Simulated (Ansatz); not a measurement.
# Hf (P6_3/mmc) in Ansatz: a series of runs

The runs below take Hf through relaxation of cell and atoms, single point, with BLYP+D4, PBE.

Everything below comes from runs of Ansatz 0.2.0. Logs are shortened: lines on timing, memory, paths and dates and some standing lists are left out, and cuts for length are marked.

### Step 1. Starting point

It takes space group P6_3/mmc (No. 194, hexagonal). The conventional cell has a = 3.197 Å, b = 3.197 Å, c = 5.058 Å, α = 90.00°, β = 90.00°, γ = 120.00°. Around Hf (site symmetry -6m2) lie 12 Hf at 3.13 to 3.20 Å.

### Step 2. Relaxation of cell and atoms, BLYP+D4

input.yaml reads:

```yaml
crystal:
  lattice:
    - [3.1967, 0.0, 0.0]
    - [-1.59835, 2.7684234083, 0.0]
    - [0.0, 0.0, 5.0578]
  atoms:
    - { symbol: Hf, position: [0.6666666667, 0.3333333333, 0.75] }
    - { symbol: Hf, position: [0.3333333333, 0.6666666667, 0.25] }
hamiltonian:
  xc: blyp
  pseudopotentials: { kind: paw }
  dispersion: d4
kpoints:
  mp_grid: { grid: [10, 10, 5] }
scf:
  occupations: { method: fermi_dirac, width: 0.05 }
output:
  forces: true
  stress: true
relax:
  f_tol: 0.01
  max_steps: 40
  cell: { stress_tol: 0.05 }
```

Potentials or basis: Ansatz PAW.

Command:

```
$ ansatz run input.yaml --threads 2 --pin off --max-ram 5632MiB --backend cpu --events-out ev --progress --plain --runs-dir out
```

Output:

```text
Warning: RAYON_NUM_THREADS=2 ignored (pool sized by the plan → 2); use --threads N
Engine: ansatz 0.2.0, x86_64-unknown-linux-gnu
Pseudopotentials: kind: paw
Pseudopotential: Hf, paw, valence charge 26, recommended cutoff 420 eV (normal), Hf.paw.azcp
Functional definition: BLYP
  parameter beta = 0.0042
  parameter a = 0.04918
  parameter b = 0.132
  parameter c = 0.2533
  parameter d = 0.349
  exchange = b88_x(beta = beta)
  correlation = lyp_c(a = a, b = b, c = c, d = d)
Crystal: 2 atoms, lattice volume = 44.761 Å³
Basis set: ecut = 420 eV, 881 PW (Γ), exchange–correlation on 48×48×72 points (8 copies of the dense FFT grid, shifted against one another)
Bands: 32, of which v1, the nominal top of the filled ones, is band 26 counted from 1 (25 counted from 0)
Symmetry: 24 space group operations
Space group: P63/mmc (ITA 194), of the structure as read, at distance tolerance 3.6e-5 Å
k-points: 42 of 500
Non-local potential: Hf, projectors of the file, l = 0: 3, l = 1: 2, l = 2: 2, l = 3: 3
PAW form: soft (Blöchl's): semilocal exchange-correlation on the pseudo side does not see the compensation charge
PAW frozen core: Hf, regenerated for the run's functional, and the local potential with it (the file was generated under x = pbe(κ = 0.804, μ = 0.2195149727645171), c = pbe(β = 0.06672455060314922))
PAW one-centre angular grid: Hf, 590 points (default); XC on 64 Gauss nodes
Initial density: superposition of atomic densities (neutral atoms: chi_scale 0, normalization atom), corrected by the library's trained network
Initial wavefunctions: pseudopotential atomic-orbital guess
Functional: x = b88, c = lyp
SCF iter   1: F=—  HF=-31490.763548 eV  |F-HF|=—  |Δ(HF+E_count)|=         —  Δρ=5.63e-3  dr2=9.95e-3  ethr=1.77e-3  ⟨swp⟩=4.6  Hψ=4465  notcnv=0
preconditioner: auto → Kerker (q_TF=auto, 2.797 Å⁻¹)  [metal: Δε(μ)=0.014 eV  Ē_g=17.515 eV  σ=0.050 eV  W_gap=0.07  n_scr=22 (ndim 8)  ℏωp=38.5 eV  f_vac=0.000  D(μ)=1.24/eV (n_scr^D=2)]
SCF iter   2: F=—  HF=-31490.763167 eV  |F-HF|=—  |Δ(HF+E_count)|=   3.82e-4  Δρ=3.65e-3  dr2=5.51e-3  ethr=1.91e-5  ⟨swp⟩=3.0  Hψ=2803  notcnv=0  defer=1
SCF iter   3: F=—  HF=-31490.763834 eV  |F-HF|=—  |Δ(HF+E_count)|=   6.67e-4  Δρ=1.43e-3  dr2=8.18e-4  ethr=1.06e-5  ⟨swp⟩=2.0  Hψ=2100  notcnv=0  defer=1
SCF iter   4: F=—  HF=-31490.763641 eV  |F-HF|=—  |Δ(HF+E_count)|=   1.93e-4  Δρ=3.24e-4  dr2=2.49e-5  ethr=1.57e-6  ⟨swp⟩=2.1  Hψ=2350  notcnv=0  defer=1
SCF iter   5: F=—  HF=-31490.763635 eV  |F-HF|=—  |Δ(HF+E_count)|=   5.53e-6  Δρ=1.36e-4  dr2=7.19e-6  ethr=4.78e-8  ⟨swp⟩=2.1  Hψ=2458  notcnv=0  defer=1
SCF iter   6: F=—  HF=-31490.763644 eV  |F-HF|=—  |Δ(HF+E_count)|=   8.77e-6  Δρ=3.46e-5  dr2=6.71e-7  ethr=1.38e-8  ⟨swp⟩=2.0  Hψ=2107  notcnv=0  defer=1
SCF iter   7: F=—  HF=-31490.763644 eV  |F-HF|=—  |Δ(HF+E_count)|=   1.68e-7  Δρ=8.47e-6  dr2=3.99e-8  ethr=1.92e-10  ⟨swp⟩=5.6  Hψ=5874  notcnv=0
SCF iter   8: F=-31490.763644 eV  HF=-31490.763644 eV  |F-HF|=2.00e-10  |Δ(HF+E_count)|=   4.36e-8  Δρ=2.78e-6  dr2=2.00e-9  ethr=7.67e-11  ⟨swp⟩=5.0  Hψ=5137  notcnv=0
SCF 1 converged in 8 iterations: F = -31490.763644 eV  dr2 = 2.00e-9
relax step   1: F+E_penalty+E_count = -31490.76364421 eV  Δ(F+E_penalty+E_count) = +0.000e0 eV  max|allowed force component| = 2.498e-16 eV/Å  Δτ_max = 0.0000 Å  P = +0.596 GPa  Ω = 44.761 Å³  (8 SCF iters, dr2 threshold 1.00e-7 eV, accepted)
Crystal: 2 atoms, lattice volume = 45.364 Å³
Initial density: handed on by an earlier stage of this run
Initial wavefunctions: those handed on with the density
iter 1 solved again at ethr=6.93e-8 eV; its pass at ethr=3.10e-3 eV (dr2=3.60e-5 eV) is discarded
SCF iter   1: F=—  HF=-31490.763124 eV  |F-HF|=—  |Δ(HF+E_count)|=         —  Δρ=3.64e-4  dr2=2.74e-5  ethr=6.93e-8  ⟨swp⟩=3.0  Hψ=7217  notcnv=0
preconditioner: auto → Kerker (q_TF=auto, 2.791 Å⁻¹)  [metal: Δε(μ)=0.022 eV  Ē_g=17.524 eV  σ=0.050 eV  W_gap=0.11  n_scr=22 (ndim 8)  ℏωp=38.2 eV  f_vac=0.000  D(μ)=1.25/eV (n_scr^D=2)]
SCF iter   2: F=—  HF=-31490.763127 eV  |F-HF|=—  |Δ(HF+E_count)|=   3.33e-6  Δρ=1.80e-4  dr2=9.08e-6  ethr=5.27e-8  ⟨swp⟩=2.0  Hψ=2431  notcnv=0
SCF iter   3: F=—  HF=-31490.763130 eV  |F-HF|=—  |Δ(HF+E_count)|=   2.12e-6  Δρ=9.53e-5  dr2=2.92e-6  ethr=1.75e-8  ⟨swp⟩=2.0  Hψ=2421  notcnv=0
SCF iter   4: F=—  HF=-31490.763131 eV  |F-HF|=—  |Δ(HF+E_count)|=   1.36e-6  Δρ=4.22e-5  dr2=6.48e-7  ethr=5.61e-9  ⟨swp⟩=2.0  Hψ=2431  notcnv=0
SCF iter   5: F=-31490.763131 eV  HF=-31490.763131 eV  |F-HF|=3.70e-8  |Δ(HF+E_count)|=   1.90e-7  Δρ=8.42e-6  dr2=3.63e-8  ethr=3.85e-10  ⟨swp⟩=4.7  Hψ=5005  notcnv=0
SCF 2 converged in 5 iterations: F = -31490.763131 eV  dr2 = 3.63e-8
relax step   2: F+E_penalty+E_count = -31490.76313071 eV  Δ(F+E_penalty+E_count) = +5.135e-4 eV  max|allowed force component| = 2.790e-16 eV/Å  Δτ_max = 0.0000 Å  P = -0.811 GPa  Ω = 45.364 Å³  energy of the carried Pulay correction = -1.239e-4 eV  (5 SCF iters, dr2 threshold 2.00e-7 eV, rejected (line search))
Crystal: 2 atoms, lattice volume = 45.017 Å³
iter 1 solved again at ethr=1.57e-8 eV; its pass at ethr=3.10e-3 eV (dr2=8.19e-6 eV) is discarded
SCF iter   1: F=—  HF=-31490.764085 eV  |F-HF|=—  |Δ(HF+E_count)|=         —  Δρ=1.95e-4  dr2=7.44e-6  ethr=1.57e-8  ⟨swp⟩=3.0  Hψ=7039  notcnv=0
preconditioner: auto → Kerker (q_TF=auto, 2.795 Å⁻¹)  [metal: Δε(μ)=0.016 eV  Ē_g=17.519 eV  σ=0.050 eV  W_gap=0.08  n_scr=22 (ndim 8)  ℏωp=38.3 eV  f_vac=0.000  D(μ)=1.22/eV (n_scr^D=2)]
SCF iter   2: F=—  HF=-31490.764087 eV  |F-HF|=—  |Δ(HF+E_count)|=   2.40e-6  Δρ=9.38e-5  dr2=2.34e-6  ethr=1.43e-8  ⟨swp⟩=2.0  Hψ=2431  notcnv=0
SCF iter   3: F=—  HF=-31490.764095 eV  |F-HF|=—  |Δ(HF+E_count)|=   7.90e-6  Δρ=4.98e-5  dr2=7.73e-7  ethr=4.50e-9  ⟨swp⟩=2.0  Hψ=2429  notcnv=0
SCF iter   4: F=—  HF=-31490.764095 eV  |F-HF|=—  |Δ(HF+E_count)|=   4.70e-7  Δρ=2.35e-5  dr2=1.95e-7  ethr=1.49e-9  ⟨swp⟩=2.0  Hψ=2431  notcnv=0
SCF iter   5: F=—  HF=-31490.764095 eV  |F-HF|=—  |Δ(HF+E_count)|=   5.74e-8  Δρ=4.95e-6  dr2=1.23e-8  ethr=3.75e-10  ⟨swp⟩=2.0  Hψ=2432  notcnv=0
SCF iter   6: F=—  HF=-31490.764095 eV  |F-HF|=—  |Δ(HF+E_count)|=   3.19e-9  Δρ=1.17e-6  dr2=8.00e-10  ethr=2.37e-11  ⟨swp⟩=2.0  Hψ=2431  notcnv=0
SCF iter   7: F=—  HF=-31490.764095 eV  |F-HF|=—  |Δ(HF+E_count)|=    0.00e0  Δρ=2.77e-7  dr2=4.03e-11  ethr=1.54e-12  ⟨swp⟩=3.0  Hψ=2524  notcnv=0
SCF iter   8: F=-31490.764095 eV  HF=-31490.764095 eV  |F-HF|=7.28e-12  |Δ(HF+E_count)|=  7.28e-12  Δρ=5.66e-8  dr2=9.93e-13  ethr=1.00e-12  ⟨swp⟩=5.8  Hψ=6280  notcnv=0
SCF 3 converged in 8 iterations: F = -31490.764095 eV  dr2 = 9.93e-13
relax step   3: F+E_penalty+E_count = -31490.76409532 eV  Δ(F+E_penalty+E_count) = -4.511e-4 eV  max|allowed force component| = 1.388e-16 eV/Å  Δτ_max = 0.0000 Å  P = -0.011 GPa  Ω = 45.017 Å³  energy of the carried Pulay correction = -5.291e-5 eV  (8 SCF iters, accepted)
Initial wavefunctions: pseudopotential atomic-orbital guess (no wavefunctions were taken with the density)
iter 1 solved again at ethr=1.38e-9 eV; its pass at ethr=3.10e-3 eV (dr2=7.19e-7 eV) is discarded
SCF iter   1: F=—  HF=-31490.764139 eV  |F-HF|=—  |Δ(HF+E_count)|=         —  Δρ=7.32e-6  dr2=3.18e-9  ethr=1.38e-9  ⟨swp⟩=4.3  Hψ=9746  notcnv=0
preconditioner: auto → Kerker (q_TF=auto, 2.795 Å⁻¹)  [metal: Δε(μ)=0.015 eV  Ē_g=17.523 eV  σ=0.050 eV  W_gap=0.08  n_scr=22 (ndim 8)  ℏωp=38.3 eV  f_vac=0.000  D(μ)=1.22/eV (n_scr^D=2)]
SCF iter   2: F=—  HF=-31490.764149 eV  |F-HF|=—  |Δ(HF+E_count)|=   1.03e-5  Δρ=4.57e-6  dr2=3.51e-9  ethr=6.11e-12  ⟨swp⟩=3.1  Hψ=3170  notcnv=0
SCF iter   3: F=—  HF=-31490.764149 eV  |F-HF|=—  |Δ(HF+E_count)|=   1.35e-9  Δρ=2.72e-6  dr2=9.47e-10  ethr=6.11e-12  ⟨swp⟩=2.0  Hψ=2315  notcnv=0
SCF iter   4: F=—  HF=-31490.764149 eV  |F-HF|=—  |Δ(HF+E_count)|=   1.86e-9  Δρ=2.48e-7  dr2=1.73e-11  ethr=1.00e-12  ⟨swp⟩=6.1  Hψ=8260  notcnv=0
SCF iter   5: F=-31490.764149 eV  HF=-31490.764149 eV  |F-HF|=7.28e-12  |Δ(HF+E_count)|=  3.27e-11  Δρ=6.26e-8  dr2=7.32e-13  ethr=1.00e-12  ⟨swp⟩=5.8  Hψ=6333  notcnv=0
SCF 4 converged in 5 iterations: F = -31490.764149 eV  dr2 = 7.32e-13
relax step   4: F+E_penalty+E_count = -31490.76414932 eV  Δ(F+E_penalty+E_count) = -5.400e-5 eV  max|allowed force component| = 1.388e-16 eV/Å  Δτ_max = 0.0000 Å  P = -0.011 GPa  Ω = 45.017 Å³  stress off target by 3.55e-2 GPa  SCF on the basis re-selected at this cell (its energy is not comparable with the rows above)  (5 SCF iters)
basis re-selected at this cell: Δ(F+E_penalty+E_count) = -5.400e-5 eV, ΔP = +0.000 GPa vs the last step (what re-selecting the basis moved, of the pressure what is left beyond the Pulay correction that the steps carried, after the strain that the cell walked since its last selection, with what the two solves' SCF thresholds leave and, on support functions, any second-order correction that the steps lacked; it is no measure of the basis error at this ecutwfc). This SCF's stress stands 3.55e-2 GPa from its target on what of the cell is left free (relax.cell.stress_tol is 5.00e-2 GPa) and its largest allowed force component is 1.39e-16 eV/Å (relax.f_tol is 1.00e-2 eV/Å): within both
SCF converged after 5 iterations
Free energy (F): -31490.764149 eV
Harris-Foulkes:  -31490.764149 eV  (|F-HF|=7.28e-12)
Internal energy: -31490.753446 eV  (E = F + TS)
E sigma→0 (E₀):  -31490.758798 eV
Entropy (-TS):   -0.010704 eV (-5.352 meV/atom)
Fermi energy:    20.237148 eV
--- Per-component energies (eV) ---
  E_band       = 87.829984
  E_kinetic    = 850.067510
  E_local      = -10177.219649  (includes V_loc(G=0)·N_el)
  E_nonlocal   = -2491.841668
  E_hartree    = 4790.145597
  E_xc         = -595.290181
  E_vxc        = -523.489123  (∫ρ·V_xc dr)
  E_paw        = -13910.449304  (= ΣΔE_a)
  E_vpaw       = 2850.021776  (= ΣTr[D̂ρ^β])
  E_aug_tail   = -0.000003  (compensation charges beyond the density's cutoff)
  E_ewald      = -9955.581239
  E_disp       = -0.747774  (pairwise vdW)
  E_core_change = 0.163265  (= ΣΔE_core)
  E_smearing   = -0.010704  (= −TS)
  E_closure    = -0.000000  (closes the sum)
  Σ components = -31490.764149   (vs F -31490.764149, Δ=0.00e0)
--- Forces (eV/Å), atoms counted from 1 ---
  atom   1  Hf     0.00000000     0.00000000    -0.00000000
  atom   2  Hf    -0.00000000    -0.00000000     0.00000000
  max |Σ_I F_I| component: 1.85e-17 eV/Å
--- Stress (GPa, compression-positive) ---
        0.001526       0.000000       0.000000
       -0.000000       0.001526       0.000000
        0.000000       0.000000      -0.035549
  P = ⅓ Tr σ = -0.0108 GPa (-0.108 kbar)
--- Relaxed structure (3 steps of the walk, 2 accepted, 1 SCFs on fresh bases) ---
  F+E_penalty+E_count = -31490.76414932 eV   max|allowed force component| = 1.388e-16 eV/Å   (the final SCF, on the basis selected at the relaxed cell)
  cell:  # Å, volume = 45.0172 Å³
    - [3.2045726714521168, 0.0, 0.0]
    - [-1.6022863357260584, 2.7752413417508963, 1.6701478770392768e-19]
    - [0.0, 3.051294071274475e-19, 5.061834073611662]
  atoms:
    - { symbol: Hf, position: [0.6666666666666667, 0.3333333333333334, 0.7499999999999999] }
    - { symbol: Hf, position: [0.3333333333333334, 0.6666666666666669, 0.25] }
```

It took 21 s on 2 threads of Intel Xeon at 2.50GHz (Skylake/Cascade Lake), shared host; peak memory 0.39 GiB.

What came out:

```
Free energy                            : -31490.7641 eV
Relaxed volume                         : 22.51 Å³/atom
Relaxed cell                           : a = 3.205 Å, b = 3.205 Å, c = 5.062 Å, α = 90.00°, β = 90.00°, γ = 120.00°
Space group after relaxing (to 0.05 Å) : P6_3/mmc (No. 194)
Energy gained by relaxing              : 0.3 meV/atom
Ionic steps                            : 3
Pressure after relaxing                : 0.0 GPa
```

Step by step:
| step | energy change (eV) | largest force (eV/Å) | volume (Å³) |
| --- | --- | --- | --- |
| 1 | 0.0000 | 0.0000 | 44.76 |
| 2 | -0.0005 | 0.0000 | 45.02 |
| 3 | -0.0005 | 0.0000 | 45.02 |

Final structure:
```yaml
crystal:
  lattice:
    - [3.20457, 0.00000, 0.00000]
    - [-1.60229, 2.77524, 0.00000]
    - [0.00000, 0.00000, 5.06183]
  atoms:
    - { symbol: Hf, position: [0.66667, 0.33333, 0.75000] }
    - { symbol: Hf, position: [0.33333, 0.66667, 0.25000] }
```

Caveat: the plane-wave basis is chosen anew once the cell has moved, so the energies of steps on either side of that aren't comparable; the PAW data sets come from PBE, with cores solved anew for the run's functional, which leaves a small shift of forces and pressure. Zero-point motion and thermal expansion aren't in these numbers.

### Step 3. Single point, PBE

input.yaml reads:

```yaml
crystal:
  lattice:
    - [3.1967, 0.0, 0.0]
    - [-1.59835, 2.7684234083, 0.0]
    - [0.0, 0.0, 5.0578]
  atoms:
    - { symbol: Hf, position: [0.6666666667, 0.3333333333, 0.75] }
    - { symbol: Hf, position: [0.3333333333, 0.6666666667, 0.25] }
hamiltonian:
  xc: pbe
  pseudopotentials: { kind: paw }
kpoints:
  mp_grid: { grid: [10, 10, 5] }
scf:
  occupations: { method: gaussian, width: 0.027 }
output:
  forces: true
  stress: true
  eigenvalues: true
  write_density: true
  write_potential: true
  elf: true
  volumetric_format: npy
```

Potentials or basis: Ansatz PAW.

Command:

```
$ ansatz run input.yaml --threads 2 --pin off --max-ram 5632MiB --backend cpu --events-out ev --progress --plain --runs-dir out
```

Output:

```text
Warning: RAYON_NUM_THREADS=2 ignored (pool sized by the plan → 2); use --threads N
Engine: ansatz 0.2.0, x86_64-unknown-linux-gnu
Pseudopotentials: kind: paw
Pseudopotential: Hf, paw, valence charge 26, recommended cutoff 420 eV (normal), Hf.paw.azcp
Functional definition: PBE
  parameter kappa = 0.804
  parameter beta = 0.06672455060314922
  exchange = pbe_x(kappa = kappa, mu = beta*pi^2/3)
  correlation = pbe_c(beta = beta)
Crystal: 2 atoms, lattice volume = 44.761 Å³
Basis set: ecut = 420 eV, 881 PW (Γ), exchange–correlation on 48×48×72 points (8 copies of the dense FFT grid, shifted against one another)
Bands: 32, of which v1, the nominal top of the filled ones, is band 26 counted from 1 (25 counted from 0)
Symmetry: 24 space group operations
Space group: P63/mmc (ITA 194), of the structure as read, at distance tolerance 3.6e-5 Å
k-points: 42 of 500
Non-local potential: Hf, projectors of the file, l = 0: 3, l = 1: 2, l = 2: 2, l = 3: 3
PAW form: soft (Blöchl's): semilocal exchange-correlation on the pseudo side does not see the compensation charge
PAW one-centre angular grid: Hf, 590 points (default); XC on 64 Gauss nodes
Initial density: superposition of atomic densities (neutral atoms: chi_scale 0, normalization atom), corrected by the library's trained network
[... 18 lines left out ...]
--- Per-component energies (eV) ---
  E_band       = 72.068826
  E_kinetic    = 848.480016
  E_local      = -10144.684547  (includes V_loc(G=0)·N_el)
  E_nonlocal   = -2488.682328
  E_hartree    = 4772.872787
  E_xc         = -600.334596
  E_vxc        = -532.528503  (∫ρ·V_xc dr)
  E_paw        = -13855.653794  (= ΣΔE_a)
  E_vpaw       = 2843.747192  (= ΣTr[D̂ρ^β])
  E_aug_tail   = -0.000002  (compensation charges beyond the density's cutoff)
  E_ewald      = -9974.720229
  E_smearing   = -0.000806  (= −TS)
  E_closure    = -0.000000  (closes the sum)
  Σ components = -31442.723498   (vs F -31442.723498, Δ=0.00e0)
--- Forces (eV/Å), atoms counted from 1 ---
  atom   1  Hf     0.00000000     0.00000000     0.00000000
  atom   2  Hf     0.00000000    -0.00000000    -0.00000000
  max |Σ_I F_I| component: 7.40e-17 eV/Å
--- Stress (GPa, compression-positive) ---
        0.708311       0.000000      -0.000000
        0.000000       0.708311      -0.000000
       -0.000000      -0.000000       0.414612
  P = ⅓ Tr σ = 0.6104 GPa (6.104 kbar)
--- Band table (eV; the first three rows and the last of 42) ---
  k-point 0: bands = ["-42.0148", "-41.9436", "-11.1597", "-10.4158", "-10.4158", "-10.2909", "-10.2875", "-10.2875", "8.0158", "8.0517", "8.0517", "8.0521", "8.0521", "8.0524", "8.0594", "8.0640", "8.0640", "8.0707", "8.0902", "8.0902", "8.1339", "8.1375", "12.5209", "16.1854", "20.5303", "21.0709", "21.0709", "21.3503", "21.8929", "21.8929", "22.5321", "22.5321"]
  k-point 1: bands = ["-42.0081", "-41.9504", "-11.0817", "-10.4036", "-10.4036", "-10.3794", "-10.2998", "-10.2998", "8.0174", "8.0382", "8.0382", "8.0503", "8.0540", "8.0540", "8.0563", "8.0708", "8.0708", "8.0735", "8.0958", "8.0958", "8.1343", "8.1372", "12.8840", "15.9704", "20.1076", "20.9104", "20.9104", "21.0407", "21.6156", "21.6156", "23.0812", "23.0812"]
  k-point 2: bands = ["-41.9903", "-41.9683", "-10.8730", "-10.6051", "-10.3717", "-10.3717", "-10.3321", "-10.3321", "8.0238", "8.0339", "8.0339", "8.0357", "8.0402", "8.0402", "8.0649", "8.0720", "8.0882", "8.0882", "8.0976", "8.0976", "8.1352", "8.1363", "13.8688", "15.1152", "19.8652", "20.3556", "20.8595", "20.8595", "21.1361", "21.1361", "24.1633", "24.1633"]
  k-point 41: bands = ["-41.9409", "-41.9381", "-10.9592", "-10.9471", "-10.7601", "-10.6818", "-10.4518", "-10.4279", "8.0397", "8.0468", "8.0496", "8.0542", "8.0574", "8.0602", "8.0693", "8.0703", "8.0720", "8.0734", "8.0756", "8.0798", "8.1149", "8.1151", "17.7630", "17.8301", "18.6402", "18.8121", "19.5982", "19.8486", "22.0105", "22.8805", "24.9943", "25.3343"]
```

v_z.tsv:

```text
# z_ang	v_es[eV]	v_tot[eV]
# format = ansatz-planar-average/11
# xc	pbe
# density_cutoff_ev	1680
# datasets	Hf=:simpson_from_first_knot:soft
# lattice	3.196700000	0.000000000	0.000000000
# lattice	-1.598350000	2.768423408	0.000000000
# lattice	0.000000000	0.000000000	5.057800000
# sites	2
# site	72	1.598350000	0.922807803	3.793350000
# site	72	0.000000000	1.845615606	1.264450000
0.000000	1.918031e1	9.780323e0
0.140494	1.883720e1	9.410196e0
0.280989	1.778482e1	8.148167e0
0.421483	1.594355e1	5.817585e0
0.561978	1.348352e1	2.636944e0
0.702472	1.090279e1	-8.065554e-1
[... 28 lines left out ...]
4.776811	1.778482e1	8.148167e0
4.917306	1.883720e1	9.410196e0
```

It took 7 s on 2 threads of Intel Xeon at 2.50GHz (Skylake/Cascade Lake), shared host; peak memory 0.38 GiB.

What came out:

| Quantity | Value |
| --- | --- |
| Free energy | -31442.7235 eV |
| Pressure | 0.6 GPa |
| Band gap on the k mesh | none (metal or under the smearing width) |

Stress tensor (GPa, compression positive):
```
0.71 0.00 0.00
0.00 0.71 0.00
0.00 0.00 0.41
```

The run has no spin-orbit coupling, so splittings on Hf are missing.
